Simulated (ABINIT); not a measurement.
Runs of ABINIT 10.8.3 (patched build) on ZrC. The structure is cubic, space group Fm-3m (No. 225). The conventional cell has a = 4.730 Å, b = 4.730 Å, c = 4.730 Å, α = 90.00°, β = 90.00°, γ = 90.00°. Around Zr (site symmetry m-3m) lie 6 C at 2.37 Å. C (site symmetry m-3m) is surrounded by 6 Zr at 2.37 Å. 

```csv
task,level,potentials or basis,spin,k mesh,cutoff (eV),fine-grid cutoff,dispersion computed by,gap on the mesh (eV),pressure (GPa),V0 of scaled cells (Å³/atom),B0 (GPa)
equation of state,PW91,JTH PAW PBE v2.0,off,10 × 10 × 10,544,1088.46 eV,-,-,-,(d),224
single point,PBEsol,JTH PAW PBE v2.0,off,8 × 8 × 8,544,1088.46 eV,-,none,-8.7,-,-
band structure,PBEsol,PseudoDojo NC SR PBEsol v0.4.1 standard,off,10 × 10 × 10,1116,-,-,none,-8.3,-,-
equation of state,RPBE+D3,JTH PAW PBE v2.0,off,10 × 10 × 10,544,1088.46 eV,simple-dftd3 1.7.0,-,-,12.90,222
equation of state,BLYP+D3(BJ),JTH PAW PBE v2.0,off,10 × 10 × 10,544,1088.46 eV,-,-,-,(a),(c)
band structure,WC,JTH PAW PBE v2.0,"SOC, no magnetisation",10 × 10 × 10,544,1088.46 eV,-,none,-8.0,-,-
equation of state,BP86+D2,JTH PAW PBE v2.0,off,10 × 10 × 10,544,1088.46 eV,-,-,-,(b),254
single point,r2SCAN,JTH PAW PBE v2.0,off,13 × 13 × 13,653,1251.72 eV,-,none,-1.4,-,-
equation of state,RPBE+D4,JTH PAW PBE v2.0,off,10 × 10 × 10,544,1088.46 eV,dftd4 4.3.1,-,-,12.84,225
```

Alike in all rows: cell as given; smearing fermi-dirac 0.05 eV.

Question: Estimate the missing entries.

Answer: (a) 12.78; (b) 12.94; (c) 230; (d) 13.05.

Caveats: the PAW data sets were made with another functional, which shifts forces and pressure a little (some runs); pressures at fixed basis lie under the slope of the energies (some runs).

A k mesh can miss the band edges, and rows without SOC leave out spin-orbit coupling on Zr.

A gap of «none» marks a metal or a gap under the smearing width.

Runs at the PBE level aren't shown here.
